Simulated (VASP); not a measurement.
# P (R-3m) in VASP: a series of runs

Runs on P. Level: PBEsol+D3(BJ). Tasks: relaxation of cell and atoms, vibrations by finite differences.

Program: VASP 6.6.1. These are calculated values, not measurements. Logs are shortened: lines on timing, memory, paths and dates and some standing lists are left out, and cuts for length are marked.

## Step 1: The crystal as given

The structure is trigonal, space group R-3m (No. 166). Conventional cell: a = 3.451 Å, b = 3.451 Å, c = 9.389 Å, α = 90.00°, β = 90.00°, γ = 120.00°. Around P (site symmetry 3m) lie 3 P at 2.29 Å.

This isn't the form of P at room conditions, which is orthorhombic.

## Step 2: Relaxation of cell and atoms, PBEsol+D3(BJ), target pressure 7.4 GPa, at which the enthalpy is minimised

Contents of INCAR:

```
  ALGO = Normal
  EDIFF = 1E-7
  EDIFFG = -0.002
  ENCUT = 350
  GGA = PS
  IBRION = 2
  ISIF = 3
  ISMEAR = 0
  IVDW = 12
  LASPH = True
  LCHARG = False
  LREAL = False
  LWAVE = False
  NELM = 60
  NSW = 80
  PREC = Accurate
  PSTRESS = 74.0
  SIGMA = 0.02
```

Contents of KPOINTS:

```
k-points
0
Gamma
  12 12 12
```

Contents of POSCAR:

```
P
1.0
    1.7257251800      0.9963479000      3.1296800100
   -1.7257251800      0.9963479000      3.1296800100
    0.0000000000     -1.9926957900      3.1296800100
P
2
Direct
    0.2270802500      0.2270802500      0.2270802500
    0.7729197500      0.7729197500      0.7729197500
```

Potentials or basis: VASP PAW PBE potentials, release 64 (P).

Run with:

```sh
$ cat potpaw_PBE.64/P/POTCAR > POTCAR
$ mpirun -np 1 vasp_std > vasp.out
```

OUTCAR:

```text
EDIFF = 1E-7
   EDIFFG = -0.002
   ENCUT = 350
   GGA = PS
   IBRION = 2
   ISIF = 3
   ISMEAR = 0
   IVDW = 12
   LASPH = True
   LREAL = False
   NELM = 60
   NSW = 80
   PREC = Accurate
   PSTRESS = 74.0
 IVDW          = 12

 ion  position               nearest neighbor table
   1  0.227  0.227  0.227-   2 2.29   2 2.29   2 2.29   2 2.82   2 2.82   2 2.82
   2  0.773  0.773  0.773-   1 2.29   1 2.29   1 2.29   1 2.82   1 2.82   1 2.82

  LATTYP: Found a trigonal (rhomboedric) cell.
 ALAT       =     3.7102201417
 COS(alpha) =     0.5673129373

  Lattice vectors:

 A1 = (   1.7257251800,   0.9963479000,   3.1296800100)
 A2 = (  -1.7257251800,   0.9963479000,   3.1296800100)
 A3 = (   0.0000000000,  -1.9926957900,   3.1296800100)

Analysis of symmetry for initial positions (statically):
=====================================================================
 Subroutine PRICEL returns:
 Original cell was already a primitive cell.

 Routine SETGRP: Setting up the symmetry group for a
 trigonal (rhombohedral) supercell.

 Subroutine GETGRP returns: Found 12 space group operations
 (whereof 12 operations were pure point group operations)
 out of a pool of 12 trial point group operations.

The static configuration has the point symmetry D_3d.

Analysis of symmetry for dynamics (positions and initial velocities):
=====================================================================
 Subroutine PRICEL returns:
 Original cell was already a primitive cell.

 Routine SETGRP: Setting up the symmetry group for a
 trigonal (rhombohedral) supercell.

 Subroutine GETGRP returns: Found 12 space group operations
 (whereof 12 operations were pure point group operations)
 out of a pool of 12 trial point group operations.

The dynamic configuration has the point symmetry D_3d.

 Subroutine INISYM returns: Found 12 space group operations
 (whereof 12 operations are pure point group operations),
 and found     1 'primitive' translations

----------------------------------------------------------------------------------------

                                     Primitive cell

  volume of cell :      32.2875

  direct lattice vectors                    reciprocal lattice vectors
     1.725725180  0.996347900  3.129680010     0.289733270  0.167277582  0.106507161
    -1.725725180  0.996347900  3.129680010    -0.289733270  0.167277582  0.106507161
     0.000000000 -1.992695790  3.129680010     0.000000000 -0.334555163  0.106507162

  length of vectors
     3.710220142  3.710220142  3.710220139     0.351099605  0.351099605  0.351099605

  position of ions in fractional coordinates (direct lattice)
     0.227080250  0.227080250  0.227080250
     0.772919750  0.772919750  0.772919750

  ion indices of the primitive-cell ions
   primitive index   ion index
                 1           1
                 2           2

----------------------------------------------------------------------------------------

 KPOINTS: k-points

Automatic generation of k-mesh.
 Grid dimensions read from file:
 generate k-points for:   12   12   12

 Generating k-lattice:

  Cartesian coordinates                     Fractional coordinates (reciprocal lattice)
     0.024144439  0.013939798  0.008875597     0.083333333  0.000000000  0.000000000
    -0.024144439  0.013939798  0.008875597     0.000000000  0.083333333  0.000000000
     0.000000000 -0.027879597  0.008875597     0.000000000  0.000000000  0.083333333

  Length of vectors
     0.029258300  0.029258300  0.029258300

  Shift w.r.t. Gamma in fractional coordinates (k-lattice)
     0.000000000  0.000000000  0.000000000

 Subroutine IBZKPT returns following result:
 ===========================================

 Found    189 irreducible k-points:

 Following reciprocal coordinates:
            Coordinates               Weight
  0.000000  0.000000  0.000000      1.000000
  0.083333 -0.000000  0.000000      6.000000
  0.166667  0.000000  0.000000      6.000000
  0.250000  0.000000  0.000000      6.000000
  0.333333  0.000000 -0.000000      6.000000
  0.416667 -0.000000  0.000000      6.000000
[... 16 lines left out ...]
  0.500000  0.166667  0.000000     12.000000
 -0.416667  0.166667 -0.000000     12.000000
 [... further k-points ...]
   k-points           NKPTS =    189   k-points in BZ     NKDIM =    189   number of bands    NBANDS=      9
   number of dos      NEDOS =    301   number of ions     NIONS =      2
   total plane-waves  NPLWV =  13824
   dimension x,y,z NGX =    24 NGY =   24 NGZ =   24
   dimension x,y,z NGXF=    48 NGYF=   48 NGZF=   48
   ions per type =               2
   NGX,Y,Z   is equivalent  to a cutoff of  10.75, 10.75, 10.75 a.u.
   NGXF,Y,Z  is equivalent  to a cutoff of  21.51, 21.51, 21.51 a.u.
 SYSTEM =  unknown system
   PREC   = accura    normal or accurate (medium, high low for compatibility)
   ISTART =      0    job   : 0-new  1-cont  2-samecut
   ICHARG =      2    charge: 1-file 2-atom 10-const
   ISPIN  =      1    spin polarized calculation?
   LNONCOLLINEAR =      F non collinear calculations
   LSORBIT =      F    spin-orbit coupling
   LASPH  =      T    aspherical Exc in radial PAW
   ENCUT  =  350.0 eV  25.72 Ry    5.07 a.u.   5.66  5.66  5.66*2*pi/ulx,y,z
   NELM   =     60;   NELMIN=  2; NELMDL= -5     # of ELM steps
   EDIFF  = 0.1E-06   stopping-criterion for ELM
   LREAL  =      F    real-space projection
   EDIFFG = -.2E-02   stopping-criterion for IOM
   NSW    =     80    number of steps for IOM
   IBRION =      2    ionic relax: 0-MD 1-quasi-New 2-CG
   NFREE  =      1    steps in history (QN), initial steepest desc. (CG)
   ISIF   =      3    stress and relaxation
   ISYM   =      2    0-nonsym 1-usesym 2-fastsym
   POTIM  = 0.5000    time-step for ionic-motion
   TEBEG  =    0.0;   TEEND  =   0.0 temperature during run
   PSTRESS=   74.0 pullay stress
   NELECT =      10.0000    total number of electrons
   NUPDOWN=      -1.0000    fix difference up-down
   EMIN   =  10.00;   EMAX   =-10.00  energy-range for DOS
   EFERMI =   0.00;   METHOD = LEGACY
   ISMEAR =     0;   SIGMA  =   0.02  broadening in eV -4-tet -1-fermi 0-gaus
   EFERMI_NEDOS =   21; number of points for ismear=-14 and -15
   IALGO  =     38    algorithm
   IMIX   =      4    mixing-type and parameters
     AMIX     =   0.40;   BMIX     =  1.00
     AMIX_MAG =   1.60;   BMIX_MAG =  1.00
  volume/ion in A,a.u.               =      16.14       108.94
  Fermi-wavevector in a.u.,A,eV,Ry     =   1.107636  2.093128 16.692396  1.226857
  Thomas-Fermi vector in A             =   2.244152
   LORBIT       =      0    0 simple, 1 ext, 2 COOP (PROOUT), +10 PAW based schemes
   GGA     = PS    functional components
   LHFCALC =     F    Hartree Fock is set to
   AEXX    =    0.0000 exact exchange contribution
   IVDW    =    12    specifies the selected vdW correction
   LEPSILON=     F    determine dielectric tensor
   LRPA    =     F    only Hartree local field effects (RPA)
 conjugate gradient relaxation of ions
 non-spin polarized calculation
 Gauss-broadening in eV      SIGMA  =   0.02
  energy-cutoff  :      350.00
  volume of cell :       32.29
 maximum number of plane-waves:       493
   NGX = 11   NGY = 11   NGZ = 11

--------------------------------------- Ionic step        1  -------------------------------------------

 number of electron      10.0000000 magnetization

 number of electron       9.9999998 magnetization

 Free energy of the ion-electron system (eV)
  ---------------------------------------------------
  ext. energy  EPLUGINS =         0.00000000
  ---------------------------------------------------
  free energy    TOTEN  =       -11.55362690 eV

  energy without entropy =      -11.55357131  energy(sigma->0) =      -11.55359910

 E-fermi :   8.9299     XC(G=0): -10.8709

 val. band max:        8.9290174900   @ k =   0.4167   0.4167   0.4167
 cond. band min:       8.9487424468   @ k =  -0.0833   0.5000   0.0833
 fundamental gap:      0.0197249568
 Fermi energy:         8.9298545433

 k-point     1 :       0.0000    0.0000    0.0000
  band No.  band energies     occupation
      1      -7.6202      2.00000
      2       5.3324      2.00000
      3       5.7707      2.00000
      4       6.0308      2.00000
      5       6.0308      2.00000
      6      10.2123      0.00000
      7      11.5352      0.00000
      8      11.5352      0.00000
      9      14.6936      0.00000
[... 265 lines left out ...]
 k-point    24 :      -0.4167    0.1667   -0.0000
  band No.  band energies     occupation
      1      -3.8885      2.00000
      2      -2.7207      2.00000
      3       3.0220      2.00000
      4       5.1947      2.00000
      5       6.3944      2.00000
      6       9.6225      0.00000
      7      10.5787      0.00000
      8      12.4028      0.00000
      9      16.4656      0.00000

 [... further k-points ...]

------------------------ aborting loop because EDIFF is reached ----------------------------------------

 Edisp (eV)   -0.70006

 E8    (eV) :    -0.4152
[... 113 lines left out ...]
  energy  without entropy=      -12.2493188884  energy(sigma->0) =      -12.24932591

  enthalpy is  TOTEN    =       -10.9476329740 eV   P V=        1.3016999663

[... ionic steps 4 to 16 ...]

--------------------------------------- Ionic step       17  -------------------------------------------

 number of electron      10.0000000 magnetization

------------------------ aborting loop because EDIFF is reached ----------------------------------------
[... 79 lines left out ...]
--------------------------------------- Ionic step       19  -------------------------------------------

 number of electron      10.0000000 magnetization

 Free energy of the ion-electron system (eV)
  ---------------------------------------------------
  ext. energy  EPLUGINS =         0.00000000
  ---------------------------------------------------
  free energy    TOTEN  =       -11.46562399 eV

  energy without entropy =      -11.46551334  energy(sigma->0) =      -11.46556867

 E-fermi :  11.2523     XC(G=0): -11.8337

 val. band max:       11.2522921526   @ k =   0.3333   0.3333   0.3333
 cond. band min:      11.2525442526   @ k =   0.5000   0.0833   0.0000
 fundamental gap:      0.0002521000
 Fermi energy:        11.2522963558

 k-point     1 :       0.0000    0.0000    0.0000
  band No.  band energies     occupation
      1      -6.4881      2.00000
      2       8.8129      2.00000
      3       8.8129      2.00000
      4       8.9668      2.00000
      5      10.8229      2.00000
      6      15.1234      0.00000
      7      15.2937      0.00000
      8      15.2937      0.00000
      9      16.8806      0.00000
[... 265 lines left out ...]
 k-point    24 :      -0.4167    0.1667   -0.0000
  band No.  band energies     occupation
      1      -1.9927      2.00000
      2      -1.0126      2.00000
      3       5.6185      2.00000
      4       7.8253      2.00000
      5       9.3419      2.00000
      6      12.1003      0.00000
      7      14.9243      0.00000
      8      16.4959      0.00000
      9      20.1247      0.00000

 [... further k-points ...]

------------------------ aborting loop because EDIFF is reached ----------------------------------------

 Edisp (eV)   -0.86637

 E8    (eV) :    -0.5142
[... 29 lines left out ...]
  energy  without entropy=      -12.3318858640  energy(sigma->0) =      -12.33194119

  enthalpy is  TOTEN    =       -11.1214674295 eV   P V=        1.2105290816

 reached required accuracy - stopping structural energy minimisation
```

Wall time 90 s (1 thread of Intel Xeon 6975P-C (Granite Rapids), shared host); peak memory 0.17 GiB.

Results:

* Free energy: -12.3320 eV
* Relaxed volume: 13.10 Å³/atom
* Relaxed cell: a = 3.331 Å, b = 3.331 Å, c = 3.331 Å, α = 60.14°, β = 60.14°, γ = 60.14°
* Space group after relaxing (to 0.05 Å): R-3m (No. 166)
* Energy change on relaxing (the enthalpy is what falls): -39.2 meV/atom
* Ionic steps: 19
* Pressure after relaxing: 7.4 GPa
* Band gap on the k mesh: none (metal or under the smearing width)
* Dispersion energy per atom: -0.433 eV

Step by step:
| step | energy change (eV) | largest force (eV/Å) | pressure (GPa) | volume (Å³) |
| --- | --- | --- | --- | --- |
| 1 | 0.0000 | 0.2969 | -5.36 | 32.29 |
| 2 | 0.1107 | 1.4194 | 16.59 | 26.65 |
| 3 | 0.0044 | 1.0382 | 8.22 | 28.18 |
| 4 | -0.0409 | 0.5023 | 8.67 | 27.17 |
| 5 | -0.0471 | 0.2902 | 9.86 | 26.06 |
| 6 | 0.1579 | 0.1450 | 25.80 | 23.86 |
| 7 | -0.0310 | 0.2132 | 12.50 | 25.55 |
| 8 | -0.1038 | 0.1546 | 1.07 | 27.32 |
| 9 | -0.0811 | 0.0167 | 6.96 | 26.30 |
| 10 | -0.0818 | 0.0138 | 6.86 | 26.31 |
| 11 | -0.0796 | 0.0093 | 7.24 | 26.24 |
| 12 | -0.0796 | 0.0095 | 7.24 | 26.24 |
| 13 | -0.0771 | 0.0109 | 7.59 | 26.18 |
| 14 | -0.0782 | 0.0104 | 7.45 | 26.21 |
| 15 | -0.0782 | 0.0054 | 7.43 | 26.21 |
| 16 | -0.0782 | 0.0010 | 7.41 | 26.21 |
| 17 | -0.0784 | 0.0002 | 7.38 | 26.21 |
| 18 | -0.0783 | 0.0004 | 7.38 | 26.21 |
| 19 | -0.0783 | 0.0005 | 7.39 | 26.21 |

Final structure:
```
P
1.0
     1.66888    0.96353    2.71651
    -1.66888    0.96353    2.71651
     0.00000   -1.92706    2.71651
P
2
Cartesian
  0.0000 0.0000 1.9886
  0.0000 0.0000 6.1609
```

Levels at points of the mesh, in eV from the Fermi level:
```
           k point  band 2  band 3  band 4  band 5  band 6  band 7  band 8  band 9
(0.00, 0.00, 0.00)   -2.44   -2.44   -2.29   -0.43    3.87    4.04    4.04    5.63
(0.50, 0.00, 0.00)  -13.03   -2.19   -1.91   -1.27   -1.09    1.62    1.82   12.25
(0.50, 0.50, 0.00)   -9.82   -7.35   -5.95   -5.84    0.06    8.84    8.89    9.46
(0.50, 0.50, 0.50)  -12.71   -2.02   -2.02   -1.33   -1.33    1.39    1.99   12.08
```

Caveat: the cell is relaxed towards a set pressure, so the enthalpy falls and the energy may rise; the volume moved by over 15 % at a fixed basis, so the end points are rough; the PAW data sets were made with another functional, which shifts forces and pressure a little; pairwise dispersion overbinds metals, which lowers pressure and volume.

[end of part 1 of 2]
